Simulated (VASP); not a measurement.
Set up this calculation in VASP 6.6.1, as the native input.

| Quantity | Value |
| --- | --- |
| Task | relaxation of cell and atoms |
| Functional | PBEsol |
| Potentials or basis | VASP PAW PBE potentials, release 64 (K_sv, Ta_pv, O) |
| Cutoff | 600 eV |
| k mesh | 8 × 8 × 8 |
| Occupations | gaussian, width 0.03 eV |
| Spin | no spin polarisation |
| Further INCAR settings | ALGO = Normal; EDIFF = 1e-07; IBRION = 2; EDIFFG = -0.005; NSW = 90; ISIF = 3 |

The structure of KTaO3 lies in POSCAR:

```
KTaO3                                   
1.0
    3.9890690679      0.0000000000      0.0000000000
    0.0000000000      3.9890690679     -0.0000000000
    0.0000000000     -0.0000000000      3.9890690679
  K               Ta              O             
     1     1     3
Direct
     0.5000000000000000    0.5000000000000000    0.5000000000000000
     0.0000000000000000    0.0000000000000000    0.0000000000000000
     0.5000000000000000    0.0000000000000000    0.0000000000000000
     0.0000000000000000    0.5000000000000000    0.0000000000000000
     0.0000000000000000    0.0000000000000000    0.5000000000000000
```

One way to write it, as run:

INCAR

```
SYSTEM = KTaO3
  ALGO = Normal
  EDIFF = 1E-7
  EDIFFG = -0.005
  ENCUT = 600
  GGA = PS
  IBRION = 2
  ISIF = 3
  ISMEAR = 0
  LASPH = .True.
  LCHARG = .False.
  LREAL = .False.
  LWAVE = .False.
  NELM = 80
  NSW = 90
  PREC = Accurate
  SIGMA = 0.03
```

KPOINTS

```
k-points
0
Gamma
  8 8 8
  0 0 0
```

Potentials or basis: VASP PAW PBE potentials, release 64 (K_sv, Ta_pv, O).

Run with:

```console
$ cat potpaw_PBE.64/K_sv/POTCAR potpaw_PBE.64/Ta_pv/POTCAR potpaw_PBE.64/O/POTCAR > POTCAR
$ mpirun -np 1 vasp_std > vasp.out
```

It gave:

```yaml
Pressure_after_relaxing: 0.0 GPa
Band_gap_on_the_k_mesh: 2.09 eV, indirect (least direct gap 2.71 eV)
```

Caveat: the relaxation stopped at its first step, so nothing moved; the PAW data sets were made with another functional, which shifts forces and pressure a little; spin-orbit coupling is left out, which moves the levels of the heavy elements.

Wall time 45 s on 1 thread of AMD EPYC 7R13 Processor (Zen 3), with other jobs on the host, peak memory 0.18 GiB.
